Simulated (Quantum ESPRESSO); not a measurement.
# HgTe (Coloradoite) (F-43m) in Quantum ESPRESSO: notebook

Aim: see how the results for HgTe (Coloradoite) move with the level of theory and the settings. Levels: optB88-vdW, BP86+D4, OLYP+D4. Tasks: band structure, equation of state.

Program: Quantum ESPRESSO 7.5. These are calculated values, not measurements. Logs are shortened: lines on timing, memory, paths and dates and some standing lists are left out, and cuts for length are marked.

**Experimental background.**

A printed reference work, monograph reports, for a bulk crystal of HgTe: bulk modulus 43 GPa.

How close the calculation comes is told below.

### Step 1. The crystal as given

The structure is cubic, space group F-43m (No. 216). The conventional cell has a = 6.429 Å, b = 6.429 Å, c = 6.429 Å, α = 90.00°, β = 90.00°, γ = 90.00°. Hg (site symmetry -43m) is surrounded by 4 Te at 2.78 Å. Around Te (site symmetry -43m) lie 4 Hg at 2.78 Å.

### Step 2. Band structure, optB88-vdW

File pw.in:

```
&CONTROL
  calculation = 'scf'
  prefix = 'pwscf'
  outdir = './tmp'
  pseudo_dir = './pseudo'
  tprnfor = .true.
  tstress = .true.
  disk_io = 'low'
/
&SYSTEM
  ibrav = 0
  nat = 2
  ntyp = 2
  ecutwfc = 80
  nbnd = 26
  input_dft = 'vdw-df-obk8'
  occupations = 'smearing'
  smearing = 'fd'
  degauss = 0.00367493
/
&ELECTRONS
  conv_thr = 4d-10
  electron_maxstep = 120
  mixing_beta = 0.5
/
ATOMIC_SPECIES
Hg   200.5920 Hg.upf
Te   127.6000 Te.upf
CELL_PARAMETERS angstrom
   0.0000000000    3.2145000000    3.2145000000
   3.2145000000    0.0000000000    3.2145000000
   3.2145000000    3.2145000000    0.0000000000
ATOMIC_POSITIONS angstrom
Hg     0.0000000000    0.0000000000    0.0000000000
Te     4.8217500000    4.8217500000    4.8217500000
K_POINTS automatic
7 7 7 0 0 0
```

File bands.in:

```
&CONTROL
  calculation = 'bands'
  prefix = 'pwscf'
  outdir = './tmp'
  pseudo_dir = './pseudo'
  disk_io = 'low'
  verbosity = 'high'
/
&SYSTEM
  ibrav = 0
  nat = 2
  ntyp = 2
  ecutwfc = 80
  nbnd = 26
  input_dft = 'vdw-df-obk8'
  occupations = 'smearing'
  smearing = 'fd'
  degauss = 0.00367493
/
&ELECTRONS
  conv_thr = 1d-08
  electron_maxstep = 120
  mixing_beta = 0.5
  diago_full_acc = .true.
/
ATOMIC_SPECIES
Hg   200.5920 Hg.upf
Te   127.6000 Te.upf
CELL_PARAMETERS angstrom
   0.0000000000    3.2145000000    3.2145000000
   3.2145000000    0.0000000000    3.2145000000
   3.2145000000    3.2145000000    0.0000000000
ATOMIC_POSITIONS angstrom
Hg     0.0000000000    0.0000000000    0.0000000000
Te     4.8217500000    4.8217500000    4.8217500000
K_POINTS crystal
60
 0.0000000000  0.0000000000  0.0000000000 1
 0.0625000000  0.0000000000  0.0625000000 1
 0.1250000000  0.0000000000  0.1250000000 1
 0.1875000000  0.0000000000  0.1875000000 1
 0.2500000000  0.0000000000  0.2500000000 1
 0.3125000000  0.0000000000  0.3125000000 1
 0.3750000000  0.0000000000  0.3750000000 1
 0.4375000000  0.0000000000  0.4375000000 1
 0.5000000000  0.0000000000  0.5000000000 1
 0.5000000000  0.0625000000  0.5625000000 1
 0.5000000000  0.1250000000  0.6250000000 1
 0.5000000000  0.1875000000  0.6875000000 1
 0.5000000000  0.2500000000  0.7500000000 1
 0.4375000000  0.3125000000  0.7500000000 1
 0.3750000000  0.3750000000  0.7500000000 1
 0.3375000000  0.3375000000  0.6750000000 1
 0.3000000000  0.3000000000  0.6000000000 1
 0.2625000000  0.2625000000  0.5250000000 1
 0.2250000000  0.2250000000  0.4500000000 1
 0.1875000000  0.1875000000  0.3750000000 1
 0.1500000000  0.1500000000  0.3000000000 1
 0.1125000000  0.1125000000  0.2250000000 1
 0.0750000000  0.0750000000  0.1500000000 1
 0.0375000000  0.0375000000  0.0750000000 1
 0.0000000000  0.0000000000  0.0000000000 1
 0.0625000000  0.0625000000  0.0625000000 1
 0.1250000000  0.1250000000  0.1250000000 1
 0.1875000000  0.1875000000  0.1875000000 1
 0.2500000000  0.2500000000  0.2500000000 1
 0.3125000000  0.3125000000  0.3125000000 1
 0.3750000000  0.3750000000  0.3750000000 1
 0.4375000000  0.4375000000  0.4375000000 1
 0.5000000000  0.5000000000  0.5000000000 1
 0.5250000000  0.4500000000  0.5250000000 1
 0.5500000000  0.4000000000  0.5500000000 1
 0.5750000000  0.3500000000  0.5750000000 1
 0.6000000000  0.3000000000  0.6000000000 1
 0.6250000000  0.2500000000  0.6250000000 1
 0.5833333333  0.2500000000  0.6666666667 1
 0.5416666667  0.2500000000  0.7083333333 1
 0.5000000000  0.2500000000  0.7500000000 1
 0.5000000000  0.2857142857  0.7142857143 1
 0.5000000000  0.3214285714  0.6785714286 1
 0.5000000000  0.3571428571  0.6428571429 1
 0.5000000000  0.3928571429  0.6071428571 1
 0.5000000000  0.4285714286  0.5714285714 1
 0.5000000000  0.4642857143  0.5357142857 1
 0.5000000000  0.5000000000  0.5000000000 1
 0.4821428571  0.4821428571  0.5357142857 1
 0.4642857143  0.4642857143  0.5714285714 1
 0.4464285714  0.4464285714  0.6071428571 1
 0.4285714286  0.4285714286  0.6428571429 1
 0.4107142857  0.4107142857  0.6785714286 1
 0.3928571429  0.3928571429  0.7142857143 1
 0.3750000000  0.3750000000  0.7500000000 1
 0.6250000000  0.2500000000  0.6250000000 1
 0.5937500000  0.1875000000  0.5937500000 1
 0.5625000000  0.1250000000  0.5625000000 1
 0.5312500000  0.0625000000  0.5312500000 1
 0.5000000000  0.0000000000  0.5000000000 1
```

Potentials or basis: PseudoDojo 0.4.1 SR PBE standard.

Launch:

```sh
> OMP_NUM_THREADS=1 pw.x -in pw.in > pw.out
> OMP_NUM_THREADS=1 pw.x -in bands.in > bands.out
```

pw.out:

```text
This program is part of the open-source Quantum ESPRESSO suite
     for quantum simulation of materials; please cite
         "P. Giannozzi et al., J. Phys.:Condens. Matter 21 395502 (2009);
         "P. Giannozzi et al., J. Phys.:Condens. Matter 29 465901 (2017);
         "P. Giannozzi et al., J. Chem. Phys. 152 154105 (2020);
     in publications or presentations arising from this work. More details at

     IMPORTANT: XC functional enforced from input :
     Exchange-correlation= VDW-DF-OBK8
                           (   1   4  23   0   1   0   0)
     Any further DFT definition will be discarded
     Please, verify this is what you really want

     Message from routine setup:
     using ibrav=0 with symmetry is DISCOURAGED, use correct ibrav instead

     G-vector sticks info
     --------------------
     sticks:   dense  smooth     PW     G-vecs:    dense   smooth      PW
     Sum        1639    1639    463                43599    43599    6615

     Using Slab Decomposition

     bravais-lattice index     =            0
     lattice parameter (alat)  =       8.5907  a.u.
     unit-cell volume          =     448.2981 (a.u.)^3
     number of atoms/cell      =            2
     number of atomic types    =            2
     number of electrons       =        36.00
     number of Kohn-Sham states=           26
     kinetic-energy cutoff     =      80.0000  Ry
     charge density cutoff     =     320.0000  Ry
     scf convergence threshold =      4.0E-10
     mixing beta               =       0.5000
     number of iterations used =            8  plain     mixing
     Exchange-correlation= VDW-DF-OBK8
                           (   1   4  23   0   1   0   0)

     celldm(1)=   8.590675  celldm(2)=   0.000000  celldm(3)=   0.000000
     celldm(4)=   0.000000  celldm(5)=   0.000000  celldm(6)=   0.000000

     crystal axes: (cart. coord. in units of alat)
               a(1) = (   0.000000   0.707107   0.707107 )
               a(2) = (   0.707107   0.000000   0.707107 )
               a(3) = (   0.707107   0.707107   0.000000 )

     reciprocal axes: (cart. coord. in units 2 pi/alat)
               b(1) = ( -0.707107  0.707107  0.707107 )
               b(2) = (  0.707107 -0.707107  0.707107 )
               b(3) = (  0.707107  0.707107 -0.707107 )

     PseudoPot. # 1 for Hg read from file:
     Hg.upf
     Pseudo is Norm-conserving + core correction, Zval = 20.0
     Generated using ONCVPSP code by D. R. Hamann
     Using radial grid of 1262 points,  7 beta functions with:
                l(1) =   0
                l(2) =   0
                l(3) =   1
                l(4) =   1
                l(5) =   2
                l(6) =   2
                l(7) =   3

[... 58 lines left out ...]
     %                                                                      %
     %   T. Thonhauser et al., PRL 115, 136402 (2015).                      %
     %   T. Thonhauser et al., PRB 76, 125112 (2007).                       %
     %   K. Berland et al., Rep. Prog. Phys. 78, 066501 (2015).             %
     %   D.C. Langreth et al., J. Phys.: Condens. Matter 21, 084203 (2009). %
     %                                                                      %
     % If you are calculating stress with vdW-DF, please also cite:         %
     %                                                                      %
     %   R. Sabatini et al., J. Phys.: Condens. Matter 24, 424209 (2012).   %
     %                                                                      %
     %%%%%%%%%%%%%%%%%%%%%%%%%%%%%%%%%%%%%%%%%%%%%%%%%%%%%%%%%%%%%%%%%%%%%%%%

     %%%%%%%%%%%%%%%%%%%%%%%%%%%%%%%%%%%%%%%%%%%%%%%%%%%%%%%%%%%%%%%%%%%%%%%%
     %                                                                      %
     %  vdW-DF NEWS:                                                        %
     %                                                                      %
     %  * vdW-DF3 is now available. DOI: 10.1021/acs.jctc.0c00471           %
     %    use with input_dft = 'vdW-DF3-opt1' or 'vdW-DF3-opt2'             %
     %                                                                      %
     %  * Unscreened and range-separated hybrid vdW-DF-cx functionals       %
     %    DOI: 10.1063/1.4986522 and 10.1088/1361-648X/ac2ad2               %
     %    use with input_dft = 'vdW-DF-cx0'    and 'vdW-DF-ahcx'            %
     %  * Unscreened and range-separated hybrid vdW-DF2-b86r functionals    %
     %    DOI: 10.1063/1.4986522 and DOI: 10.1103/PhysRevX.12.041003        %
     %    use with input_dft = 'vdW-DF2-br0' and 'vdW-DF2-ahbr'             %
     %                                                                      %
     %%%%%%%%%%%%%%%%%%%%%%%%%%%%%%%%%%%%%%%%%%%%%%%%%%%%%%%%%%%%%%%%%%%%%%%%

     Starting wfcs are   19 randomized atomic wfcs +    7 random wfcs

     Self-consistent Calculation

     iteration #  1     ecut=    80.00 Ry     beta= 0.50
     Davidson diagonalization with overlap
     ethr =  1.00E-02,  avg # of iterations =  5.8

     Threshold (ethr) on eigenvalues was too large:
     Diagonalizing with lowered threshold

     Davidson diagonalization with overlap
     ethr =  1.59E-04,  avg # of iterations =  3.9

     total energy              =    -543.72763828 Ry
     estimated scf accuracy    <       0.05832599 Ry
[... 50 lines left out ...]
     iteration #  9     ecut=    80.00 Ry     beta= 0.50
     Davidson diagonalization with overlap
     ethr =  1.32E-12,  avg # of iterations =  2.0

     End of self-consistent calculation

          k = 0.0000 0.0000 0.0000 (  5521 PWs)   bands (ev):

  -106.1137 -54.5118 -54.5118 -54.5118 -27.7830 -27.7830 -27.7830 -27.7733
   -27.7733  -3.1883   1.4928   1.4928   1.4928   2.0298   2.0298   8.1453
     8.9510   8.9510   8.9510  13.2314  13.2314  13.2314  15.4492  18.7966
    18.7970  18.9016
[... 101 lines left out ...]
  -106.1137 -54.5119 -54.5118 -54.5118 -27.7838 -27.7826 -27.7825 -27.7734
   -27.7728  -2.4053   1.6835   1.8242   1.8595   2.0803   2.5483   3.4165
     6.2962   6.7742  11.0408  11.9804  16.4574  17.0756  17.5592  19.4716
    20.6974  21.0367

          k = 0.4041 0.2020 0.0000 (  5418 PWs)   bands (ev):

  -106.1137 -54.5119 -54.5118 -54.5118 -27.7834 -27.7828 -27.7827 -27.7733
   -27.7730  -2.6674   1.6250   1.6692   1.7982   2.0384   2.0839   4.6531
     6.8282   7.6689  11.1907  12.7202  14.1626  15.5234  16.9057  19.3317
    19.4853  20.1459
[... 17 lines left out ...]
  -106.1137 -54.5119 -54.5119 -54.5118 -27.7834 -27.7830 -27.7825 -27.7733
   -27.7730  -2.4203   1.7046   1.7612   1.9624   2.0181   2.5968   3.4203
     6.0313   6.7609  11.7624  13.3674  14.6414  15.5894  17.6897  19.2130
    20.9698  21.1523

     the Fermi energy is     8.9922 ev

!    total energy              =    -543.74578147 Ry
     estimated scf accuracy    <          8.6E-11 Ry
     smearing contrib. (-TS)   =      -0.00005134 Ry
     internal energy E=F+TS    =    -543.74573013 Ry

     The total energy is F=E-TS. E is the sum of the following terms:
     one-electron contribution =    -312.08493015 Ry
     hartree contribution      =     163.40152026 Ry
     xc contribution           =    -105.25293125 Ry
     ewald contribution        =    -289.80938899 Ry

     convergence has been achieved in   9 iterations

     Forces acting on atoms (cartesian axes, Ry/au):

     atom    1 type  1   force =     0.00000000    0.00000000   -0.00000000
     atom    2 type  2   force =     0.00000000    0.00000000   -0.00000000

     Total force =     0.000000     Total SCF correction =     0.000000

     Computing stress (Cartesian axis) and pressure

          total   stress  (Ry/bohr**3)                   (kbar)     P=       42.09
   0.00028613  -0.00000000  -0.00000000           42.09       -0.00       -0.00
  -0.00000000   0.00028613  -0.00000000           -0.00       42.09       -0.00
  -0.00000000  -0.00000000   0.00028613           -0.00       -0.00       42.09

=------------------------------------------------------------------------------=
   JOB DONE.
=------------------------------------------------------------------------------=
```

Wall time 4.4 min (1 thread of Arm Neoverse V1, shared host); peak memory 0.19 GiB.

Results:

```yaml
Free_energy: -7398.0382 eV
Pressure: 4.2 GPa
Band_gap_on_the_k_mesh: none (metal or under the smearing width)
```

Levels at the corners of the path, in eV from the Fermi level:
```csv
point,band 14,band 15,band 16,band 17,band 18,band 19,band 20,band 21,band 22,band 23
Γ,-6.96,-6.96,-0.85,-0.04,-0.04,-0.04,4.24,4.24,4.24,6.46
X,-6.90,-6.50,-5.55,-2.35,-2.35,1.84,2.40,8.16,8.91,8.91
W,-7.00,-6.33,-5.64,-2.76,-2.64,3.07,4.56,5.27,6.18,9.52
K,-6.93,-6.41,-5.58,-3.01,-1.96,2.18,3.96,7.04,7.21,7.68
Γ,-6.96,-6.96,-0.85,-0.04,-0.04,-0.04,4.24,4.24,4.24,6.46
L,-6.94,-6.65,-5.62,-1.04,-1.04,0.62,5.04,5.04,6.75,7.87
U,-6.93,-6.41,-5.58,-3.01,-1.96,2.18,3.96,7.04,7.21,7.68
W,-7.00,-6.33,-5.64,-2.76,-2.64,3.07,4.56,5.27,6.18,9.52
L,-6.94,-6.65,-5.62,-1.04,-1.04,0.62,5.04,5.04,6.75,7.87
K,-6.93,-6.41,-5.58,-3.01,-1.96,2.18,3.96,7.04,7.21,7.68
U,-6.93,-6.41,-5.58,-3.01,-1.96,2.18,3.96,7.04,7.21,7.68
X,-6.90,-6.50,-5.55,-2.35,-2.35,1.84,2.40,8.16,8.91,8.91
```

Caveat: the potentials were made for another functional, which shifts forces and pressure; spin-orbit coupling is left out, which moves the levels of the heavy elements.

### Step 3. Equation of state, BP86+D4

File run.py:

```python
import numpy as np
from ase.calculators.espresso import Espresso, EspressoProfile
from ase.io import read

atoms = read('HgTe.xyz')

input_data = {
    'control': {'calculation': 'scf', 'prefix': 'pwscf', 'outdir': './tmp', 'tprnfor': True, 'tstress': True, 'disk_io': 'nowf'},
    'system': {'ecutwfc': 80.0, 'nbnd': 26, 'input_dft': 'bp', 'occupations': 'smearing', 'smearing': 'fd', 'degauss': 0.00367493},
    'electrons': {'conv_thr': 4e-10, 'electron_maxstep': 120, 'mixing_beta': 0.5},
}
pseudopotentials = {'Te': 'Te.upf', 'Hg': 'Hg.upf'}
profile = EspressoProfile(command='pw.x', pseudo_dir='pseudo')
dft = Espresso(profile=profile, input_data=input_data, pseudopotentials=pseudopotentials, kpts=(7, 7, 7), koffset=(0, 0, 0))
from ase.calculators.mixing import SumCalculator
from dftd4.ase import DFTD4
d4 = DFTD4(method='bp86')
atoms.calc = SumCalculator([dft, d4])

from ase.eos import EquationOfState
from ase.units import GPa
cell, v, e = atoms.cell.copy(), [], []
for x in [0.94, 0.96, 0.98, 1.0, 1.02, 1.04, 1.06]:
    atoms.set_cell(cell * x ** (1 / 3), scale_atoms=True)
    v.append(atoms.get_volume() / len(atoms))
    e.append(atoms.get_potential_energy() / len(atoms))
    print(f'V {v[-1]:.6f} A^3/atom  E {e[-1]:.8f} eV/atom')
v0, e0, b0 = EquationOfState(v, e, eos='birchmurnaghan').fit()
print(f'V0 {v0:.5f} A^3/atom  E0 {e0:.6f} eV/atom  B0 {b0 / GPa:.2f} GPa')
```

File HgTe.xyz:

```xyz
2
Lattice="0.0000000000 3.2145000000 3.2145000000 3.2145000000 0.0000000000 3.2145000000 3.2145000000 3.2145000000 0.0000000000" Properties=species:S:1:pos:R:3 pbc="T T T"
Hg     0.0000000000      0.0000000000      0.0000000000
Te     4.8217500000      4.8217500000      4.8217500000
```

Potentials or basis: PseudoDojo 0.4.1 SR PBE standard.

Launch:

```sh
> OMP_NUM_THREADS=1 python run.py
```

Run time: 4.4 min. Hardware: 1 thread of Arm Neoverse V2, shared host; peak memory 0.14 GiB.

It converged, with:

* Equilibrium volume: 34.08 Å³/atom
* Bulk modulus: 45 GPa
* Pressure derivative of the bulk modulus: 5.3

Energy against volume, from the lowest point:
```csv
volume (Å³/atom),energy (meV/atom)
31.223,40.23
31.887,22.60
32.551,10.44
33.215,3.11
33.880,0.00
34.544,0.68
35.208,4.70
```

Caveat: the potentials were made for another functional, which shifts forces and pressure.

(Continued in part 2 of 2.)
